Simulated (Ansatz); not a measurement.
input.yaml (Ansatz 0.2.0):

```yaml
crystal:
  lattice:
    - [0.0, 1.7516140687, 1.7516140687]
    - [1.7516140687, 0.0, 1.7516140687]
    - [1.7516140687, 1.7516140687, 0.0]
  atoms:
    - { symbol: Mn, position: [0.0, 0.0, 0.0], spin: 3.5 }
basis:
  ecutwfc: 500
  ecutrho_ratio: 4
kpoints:
  mp_grid: { grid: [20, 20, 20] }
hamiltonian:
  xc: r2scan
scf:
  occupations: { method: gaussian, width: 0.05 }
output:
  forces: true
  stress: true
  eigenvalues: true
  populations: true
magnetization:
  spin_polarized: true
```

At room temperature and ambient pressure Mn takes another structure.

Q: Before reading the output: what should come out?

A: Pressure 1.2 GPa, gap on the mesh zero (metallic), site spin moments Mn 0.96 μB (r²SCAN, scalar-relativistic).

The output:

```
Pseudopotentials: kind: paw
Pseudopotential: Mn, paw, valence charge 15, recommended cutoff 500 eV (meta_gga), Mn.paw.azcp
Crystal: 1 atoms, lattice volume = 10.748 Å³
Basis set: ecut = 500 eV, 283 PW (Γ), exchange–correlation on 80×80×80 points (64 copies of the dense FFT grid, shifted against one another)
Bands: 14, of which v1, the nominal top of the filled ones, is band 8 counted from 1 (7 counted from 0)
Symmetry: 48 space group operations
Space group: Fm-3m (ITA 225), of the structure as read, at distance tolerance 2.2e-5 Å
Magnetic group: BNS 225.116 (UNI 1618), of the structure as read, at distance tolerance 2.2e-5 Å
k-points: 256 of 8000
Initial density: superposition of atomic densities (chi_scale 0.1, normalization cell)
Starting moments: Σ|m| = 3.5 μB on 1 of 1 site
Initial wavefunctions: pseudopotential atomic-orbital guess
Functional: x = r2scan, c = r2scan; τ floored in thin density (d = 2e-4 eV/Å³)
```

SCF trace (energy estimate counted from the last row; the run made several SCF loops, for ionic steps, more bands or searches for a lower state, numbered loop.iteration):
```
iteration   ΔE (eV)  density residual (eV)  M (μB)
      1.1     0.814                 1.44e0   2.733
      1.2     1.183                2.40e-2   2.781
      1.3    -1.581                9.08e-1   0.647
      1.4    -2.579                 8.48e0   1.829
      1.5     0.090                1.14e-2   1.008
      1.6     0.026                1.01e-2   1.031
      1.7     0.015                4.66e-3   1.017
      1.8   2.0e-03                1.60e-4   0.994
      1.9   2.6e-04                4.46e-6   0.988
     1.10   1.7e-04                2.57e-6   0.986
     1.11  -3.3e-05                8.89e-7   0.978
     1.12  -5.9e-05                1.01e-7   0.967
     1.13  -7.2e-05                5.36e-8   0.965
        …         …                      …       …
      2.3     0.171                7.28e-3   2.453
      2.4     0.039                3.15e-4   1.914
      2.5     0.007                1.27e-5   1.278
      2.6     0.000                8.33e-6   0.998
```

```
an SCF towards Hund's moment on open shells that bore less, with the run's symmetry operations kept, reached no lower state that the run goes on to. This is no proof of a minimum
SCF converged after 18 iterations
Magnetization: 0.9626 μB (7.9813 up, 7.0187 down)
Absolute magnetization: 0.9981 μB (∫|ρ↑−ρ↓|, with the PAW one-centre terms)
Per-site moments (μB) at R_I (Å): [(0.96210, 1.02183)]
Free energy (F): -3903.476576 eV
E sigma→0 (E₀):  -3903.475676 eV
Entropy (-TS):   -0.001799 eV (-1.799 meV/atom)
Fermi energy:    20.093269 eV
--- Per-component energies (eV) ---
  E_band       = -176.127294
  E_kinetic    = 308.338555
  E_local      = -1562.113601  (includes V_loc(G=0)·N_el)
  E_nonlocal   = 238.202402
  E_hartree    = 650.580879
  E_xc         = -111.837482
  E_vxc        = -164.897755  (∫ρ·V_xc dr)
  E_paw        = -1306.234017  (= ΣΔE_a)
  E_vpaw       = -308.166274  (= ΣTr[D̂ρ^β])
  E_aug_tail   = -0.000004  (compensation charges beyond the density's cutoff)
  E_vtau       = 11.349915  (kinetic-family band-sum trace: ∫τ·v_τ [+ j·A + Jᵃ·Aᵃ] dr)
  E_ewald      = -2120.128467
  E_core_change = -0.283043  (= ΣΔE_core)
  E_smearing   = -0.001799  (= −TS)
--- Forces (eV/Å), atoms counted from 1 ---
  atom   1  Mn     0.00000000     0.00000000     0.00000000
--- Stress (GPa, compression-positive) ---
        1.163993       0.000000       0.000000
        0.000000       1.163993       0.000000
        0.000000       0.000000       1.163993
  P = ⅓ Tr σ = 1.1640 GPa (11.640 kbar)
--- Löwdin populations: 1 site ---
  site symbol       q [e]    m [muB]
     0     Mn     14.8109     0.9897
```

The run wasn't fully tested for a lower electronic state. Site moments are of spin, integrated over atomic spheres.
